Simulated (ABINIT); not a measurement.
Ag:

```
Ag
1.0
     0.00000    2.04275    2.04275
     2.04275    0.00000    2.04275
     2.04275    2.04275    0.00000
Ag
1
Direct
  0.00000 0.00000 0.00000
```

- Program: ABINIT 10.8.3 (patched build)
- Task: relaxation of cell and atoms
- Functional: LDA
- Potentials or basis: PseudoDojo NC SR LDA v0.4.1 standard
- Cutoff: 1170 eV
- k mesh: 8 × 8 × 8
- Occupations: fermi-dirac, width 0.05 eV
- Spin: no spin polarisation

At the start: pressure -6.7 GPa; volume 17.05 Å³/atom.

Problem. How do energy, volume and symmetry change on relaxing?

Solution. Over 5 steps the energy falls by 21.1 meV/atom and the volume is 16.10 Å³/atom (-5.5 %); space group Fm-3m (No. 225, to 0.05 Å).

Step by step:
```tsv
step	energy change (eV)	largest force (eV/Å)	pressure (GPa)	volume (Å³)
1	0.0000	0.0000	-6.71	17.05
2	-0.0123	0.0000	-4.55	16.70
3	-0.0209	0.0000	0.65	16.03
4	-0.0211	0.0000	-0.04	16.11
5	-0.0211	0.0000	0.00	16.10
```

Final structure:
```
Ag
1.0
     0.00000    2.00432    2.00432
     2.00432    0.00000    2.00432
     2.00432    2.00432    0.00000
Ag
1
Direct
  0.00000 0.00000 0.00000
```
